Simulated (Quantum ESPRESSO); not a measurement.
## AlN (F-43m): modes at Γ and the response to a field

Aim: the zone-centre modes of AlN (F-43m).

Calculated with Quantum ESPRESSO 7.5; DFT LDA, scalar-relativistic, plane waves, PseudoDojo norm-conserving pseudopotentials.

## (1) Set-up

It takes space group F-43m (No. 216, cubic). Conventional cell: a = 4.368 Å, b = 4.368 Å, c = 4.368 Å, α = 90.00°, β = 90.00°, γ = 90.00°. Nearest to Al lie 4 N at 1.89 Å. Nearest to N lie 4 Al at 1.89 Å. Farther neighbours and most contacts between anions are not listed.

## (2) A first look

A cheap run with smearing and empty bands tells whether the crystal has a gap, which decides between fixed occupations and smearing later on.

File probe.in:

```
 &control
    calculation='scf',
    prefix='x',
    outdir='./tmp',
    pseudo_dir='./pseudo',
    tprnfor=.true.,
    tstress=.true.,
    verbosity='high',
 /
 &system
    ibrav=0,
    nat=2,
    ntyp=2,
    ecutwfc=84.0,
    occupations='smearing',
    smearing='gaussian',
    degauss=0.01,
 /
 &electrons
    conv_thr=1.0d-07,
    mixing_beta=0.7,
    electron_maxstep=100,
 /
ATOMIC_SPECIES
 Al     26.9815  Al.upf
 N      14.0070  N.upf
CELL_PARAMETERS angstrom
     0.000000000    2.183993560    2.183993560
     2.183993560    0.000000000    2.183993560
     2.183993560    2.183993560    0.000000000
ATOMIC_POSITIONS crystal
 Al     0.000000000   0.000000000   0.000000000
 N      0.750000000   0.750000000   0.750000000
K_POINTS automatic
 8 8 8 0 0 0
```

Run with:

```bash
> OMP_NUM_THREADS=1 mpirun -n 4 pw.x -nk 4 -in probe.in > probe.out
```

What it wrote:

```text
[banners, grids, parts of the stress and lines that vanish by symmetry left out]
Program PWSCF v.7.5
     Message from routine setup:
     using ibrav=0 with symmetry is DISCOURAGED, use correct ibrav instead
[...]
kinetic-energy cutoff     =      84.0000  Ry
     charge density cutoff     =     336.0000  Ry
     scf convergence threshold =      1.0E-07
[...]
Exchange-correlation= SLA  PW   NOGX NOGC
                           (   1   4   0   0   0   0   0)
[...]
24 Sym. Ops. (no inversion) found
[...]
(     0          1          0      )
                  (     0          0          1      )
[...]
( -0.0000000  1.0000000  0.0000000 )
                  ( -0.0000000  0.0000000  1.0000000 )
[...]
(     1          0         -1      )
                  (     0          0         -1      )
[...]
(  0.0000000  1.0000000 -0.0000000 )
[...]
(     1         -1          0      )
                  (     0         -1          0      )
[...]
(  0.0000000 -0.0000000  1.0000000 )
                  (  0.0000000 -1.0000000  0.0000000 )
[...]
number of k points=    29  Gaussian smearing, width (Ry)=  0.0100
[...]
End of self-consistent calculation
[...]
the Fermi energy is     9.0384 ev
!    total energy              =     -25.68364350 Ry
[...]
convergence has been achieved in   9 iterations
[...]
atom    1 type  1   force =     0.00000000    0.00000000   -0.00000000
     atom    2 type  2   force =    -0.00000000    0.00000000    0.00000000
[...]
Total force =     0.000000     Total SCF correction =     0.000000
[...]
total   stress  (Ry/bohr**3)                   (kbar)     P=      -48.31
[...]
XML data file, charge density, pseudopotentials, collected wavefunctions

   JOB DONE.
```

Run time: 13 s. Hardware: 4 MPI ranks of Intel Xeon at 2.50GHz (Skylake/Cascade Lake), shared host.

Read from the output:

```
volume per atom   : 10.42 Å³
pressure          : -4.831 GPa
gap on the k-mesh : 3.258 eV
```

A gap of 3.3 eV opens on this mesh, so the crystal is taken as an insulator; the start stands at -4.8 GPa.

## (3) Relaxing the cell and atoms

The relaxation runs at a cutoff a fifth above that of the response, since stress converges more slowly with the basis than frequencies do. Forces and stress are brought to rest with tight thresholds.

File relax.in:

```
 &control
    calculation='vc-relax',
    prefix='x',
    outdir='./tmp',
    pseudo_dir='./pseudo',
    tprnfor=.true.,
    tstress=.true.,
    forc_conv_thr=2.0d-05,
    etot_conv_thr=1.0d-07,
    nstep=40,
 /
 &system
    ibrav=0,
    nat=2,
    ntyp=2,
    ecutwfc=101,
    occupations='fixed',
    nbnd=6,
 /
 &electrons
    conv_thr=1.0d-11,
    mixing_beta=0.7,
    electron_maxstep=100,
 /
 &ions
 /
 &cell
    press_conv_thr=0.2,
 /
ATOMIC_SPECIES
 Al     26.9815  Al.upf
 N      14.0070  N.upf
CELL_PARAMETERS angstrom
     0.000000000    2.183993560    2.183993560
     2.183993560    0.000000000    2.183993560
     2.183993560    2.183993560    0.000000000
ATOMIC_POSITIONS crystal
 Al     0.000000000   0.000000000   0.000000000
 N      0.750000000   0.750000000   0.750000000
K_POINTS automatic
 8 8 8 0 0 0
```

Run with:

```bash
> OMP_NUM_THREADS=1 mpirun -n 4 pw.x -nk 4 -in relax.in > relax.out
```

What it wrote:

```text
[banners, grids, parts of the stress and lines that vanish by symmetry left out]
[banner, memory and clock lines left out]
Program PWSCF v.7.5

[...]
kinetic-energy cutoff     =     101.0000  Ry
     charge density cutoff     =     404.0000  Ry
     scf convergence threshold =      1.0E-11
[...]
energy convergence thresh.=      1.0E-07
     force convergence thresh. =      2.0E-05
     press convergence thresh. =      2.0E-01
     Exchange-correlation= SLA  PW   NOGX NOGC
                           (   1   4   0   0   0   0   0)
[...]
24 Sym. Ops. (no inversion) found
[...]
number of k points=    29
[...]
End of self-consistent calculation
[...]
highest occupied, lowest unoccupied level (ev):     6.6468    9.9053
!    total energy              =     -25.68367886 Ry
[...]
convergence has been achieved in  15 iterations
[...]
atom    1 type  1   force =     0.00000000   -0.00000000    0.00000000
     atom    2 type  2   force =     0.00000000    0.00000000    0.00000000
     Total force =     0.000000     Total SCF correction =     0.000000
[...]
total   stress  (Ry/bohr**3)                   (kbar)     P=      -48.35
[...]
number of bfgs steps    =   0
[...]
CELL_PARAMETERS (angstrom)
[...]
ATOMIC_POSITIONS (crystal)
Al              -0.0000000000        0.0000000000       -0.0000000000
N                0.7500000000        0.7500000000        0.7500000000
[...]
New effective cutoffs (rho, wfc):  409.99  102.67
[...]
End of self-consistent calculation
[...]
highest occupied, lowest unoccupied level (ev):     6.9046   10.1754
!    total energy              =     -25.68424014 Ry
[...]
convergence has been achieved in   9 iterations
[...]
atom    1 type  1   force =    -0.00000000    0.00000000   -0.00000000
     atom    2 type  2   force =     0.00000000    0.00000000   -0.00000000
     Total force =     0.000000     Total SCF correction =     0.000000
[...]
total   stress  (Ry/bohr**3)                   (kbar)     P=        1.33
[...]
number of bfgs steps    =   1
[...]
CELL_PARAMETERS (angstrom)
[...]
ATOMIC_POSITIONS (crystal)
Al               0.0000000000       -0.0000000000        0.0000000000
N                0.7500000000        0.7500000000        0.7500000000
[...]
New effective cutoffs (rho, wfc):  409.81  102.63
[...]
End of self-consistent calculation
[...]
highest occupied, lowest unoccupied level (ev):     6.8977   10.1682
!    total energy              =     -25.68424053 Ry
[...]
convergence has been achieved in   9 iterations
[...]
atom    1 type  1   force =    -0.00000000    0.00000000   -0.00000000
     atom    2 type  2   force =     0.00000000   -0.00000000    0.00000000
     Total force =     0.000000     Total SCF correction =     0.000000
[...]
total   stress  (Ry/bohr**3)                   (kbar)     P=       -0.05
[...]
number of bfgs steps    =   2
[...]
small trust_radius: resetting bfgs history
[...]
CELL_PARAMETERS (angstrom)
[...]
ATOMIC_POSITIONS (crystal)
Al              -0.0000000000       -0.0000000000        0.0000000000
N                0.7500000000        0.7500000000        0.7500000000
[...]
New effective cutoffs (rho, wfc):  409.82  102.63
[...]
End of self-consistent calculation
[...]
highest occupied, lowest unoccupied level (ev):     6.8980   10.1685
!    total energy              =     -25.68424053 Ry
[...]
convergence has been achieved in   6 iterations
[...]
atom    1 type  1   force =    -0.00000000    0.00000000    0.00000000
     atom    2 type  2   force =     0.00000000    0.00000000   -0.00000000
     Total force =     0.000000     Total SCF correction =     0.000000
[...]
total   stress  (Ry/bohr**3)                   (kbar)     P=        0.00
[...]
bfgs converged in   4 scf cycles and   3 bfgs steps
[...]
End of BFGS Geometry Optimization
     Final enthalpy           =     -25.6842405333 Ry
     File ./tmp/x.bfgs deleted, as requested
[...]
CELL_PARAMETERS (angstrom)
[...]
ATOMIC_POSITIONS (crystal)
Al              -0.0000000000       -0.0000000000        0.0000000000
N                0.7500000000        0.7500000000        0.7500000000
[...]
Final scf calculation at the relaxed structure.
[...]
kinetic-energy cutoff     =     101.0000  Ry
     charge density cutoff     =     404.0000  Ry
     scf convergence threshold =      1.0E-13
[...]
press convergence thresh. =      2.0E-01
     Exchange-correlation= SLA  PW   NOGX NOGC
                           (   1   4   0   0   0   0   0)
[...]
24 Sym. Ops. (no inversion) found
[...]
number of k points=    29
[...]
c_bands:  1 eigenvalues not converged
     c_bands:  1 eigenvalues not converged
[...]
End of self-consistent calculation
[...]
highest occupied, lowest unoccupied level (ev):     6.8980   10.1685
!    total energy              =     -25.68423497 Ry
[...]
convergence has been achieved in  21 iterations
[...]
atom    1 type  1   force =     0.00000000   -0.00000000   -0.00000000
     atom    2 type  2   force =     0.00000000    0.00000000    0.00000000
     Total force =     0.000000     Total SCF correction =     0.000000
[...]
total   stress  (Ry/bohr**3)                   (kbar)     P=        0.02
[...]
XML data file, charge density, pseudopotentials, collected wavefunctions
```

The job ended after 1.8 min (4 MPI ranks).

The steps of the relaxation:

```csv
step,energy less that of the first step (eV),largest force (eV/Å),pressure (GPa),volume (Å³)
1,0.0000,0.0000,-4.83,20.83
2,-0.0076,0.0000,0.13,20.33
3,-0.0076,0.0000,-0.01,20.34
4,-0.0076,0.0000,0.00,20.34
5,-0.0076,0.0000,0.00,20.34
```

```csv
"conventional cell, symmetrised",before,after,change
a (Å),4.368,4.333,-0.8 %
b (Å),4.368,4.333,-0.8 %
c (Å),4.368,4.333,-0.8 %
volume (Å³/atom),10.42,10.17,-2.4 %
```

Final coordinates:

```xyz
2
Lattice="0.0000 2.1665 2.1665 2.1665 0.0000 2.1665 2.1665 2.1665 0.0000" Properties=species:S:1:pos:R:3 pbc="T T T"
Al    0.0000    0.0000    0.0000
N     3.2498    3.2498    3.2498
```

The last row of the table of steps is pw.x's closing run on a basis chosen anew for the final cell, so its energy can jump.

This step gave:

- volume per atom: 10.17 Å³
- pressure: 0.002 GPa
- gap on the k-mesh: 3.271 eV

The volume changes by -2.4 % from the cell with which this run began.

## (4) Self-consistent run for the response

Perturbation theory inherits every error of the wavefunctions, so the threshold is set near the limit of the arithmetic. With a gap, occupations are fixed, which also allows the response to an electric field.

File scf.in:

```
 &control
    calculation='scf',
    prefix='x',
    outdir='./tmp',
    pseudo_dir='./pseudo',
    tprnfor=.true.,
    tstress=.true.,
 /
 &system
    ibrav=0,
    nat=2,
    ntyp=2,
    ecutwfc=84.0,
    occupations='fixed',
    nbnd=6,
 /
 &electrons
    conv_thr=1.0d-12,
    mixing_beta=0.7,
    electron_maxstep=100,
 /
ATOMIC_SPECIES
 Al     26.9815  Al.upf
 N      14.0070  N.upf
CELL_PARAMETERS angstrom
     0.000000000    2.166501354    2.166501354
     2.166501354    0.000000000    2.166501354
     2.166501354    2.166501354    0.000000000
ATOMIC_POSITIONS crystal
 Al     0.000000000   0.000000000   0.000000000
 N      0.750000000   0.750000000   0.750000000
K_POINTS automatic
 8 8 8 0 0 0
```

Run with:

```bash
> OMP_NUM_THREADS=1 mpirun -n 4 pw.x -nk 4 -in scf.in > scf.out
```

What it wrote:

```text
[banners, grids, parts of the stress and lines that vanish by symmetry left out]
[banner, memory and clock lines left out]
Program PWSCF v.7.5

[...]
kinetic-energy cutoff     =      84.0000  Ry
     charge density cutoff     =     336.0000  Ry
     scf convergence threshold =      1.0E-12
[...]
Exchange-correlation= SLA  PW   NOGX NOGC
                           (   1   4   0   0   0   0   0)
[...]
24 Sym. Ops. (no inversion) found
[...]
number of k points=    29
[...]
End of self-consistent calculation
[...]
highest occupied, lowest unoccupied level (ev):     6.8981   10.1686
!    total energy              =     -25.68419865 Ry
[...]
convergence has been achieved in  15 iterations
[...]
atom    1 type  1   force =    -0.00000000   -0.00000000    0.00000000
     atom    2 type  2   force =     0.00000000    0.00000000    0.00000000
     Total force =     0.000000     Total SCF correction =     0.000000
[...]
total   stress  (Ry/bohr**3)                   (kbar)     P=        0.12
[...]
XML data file, charge density, pseudopotentials, collected wavefunctions
```

Elapsed: 23 s, on 4 MPI ranks; 53 s of CPU time.

Read from the output:

```yaml
pressure: 0.01200 GPa
gap_on_the_k_mesh: 3.270 eV
```

The cell stands at 0.012 GPa, close enough for phonons.

(Part 1 of 2 ends here.)

[Host names and launcher messages were left out of these logs when they were recorded.]

[Logs are printed without paths, hosts, clocks, repeated set-up lines and the standing remarks that a program may print on its own settings, such as how far it seeks lower states.]

[Hosts, paths, dates, database ids (printed as entryN), source tags and the programs' standing remarks are cut or masked in the printed files.]
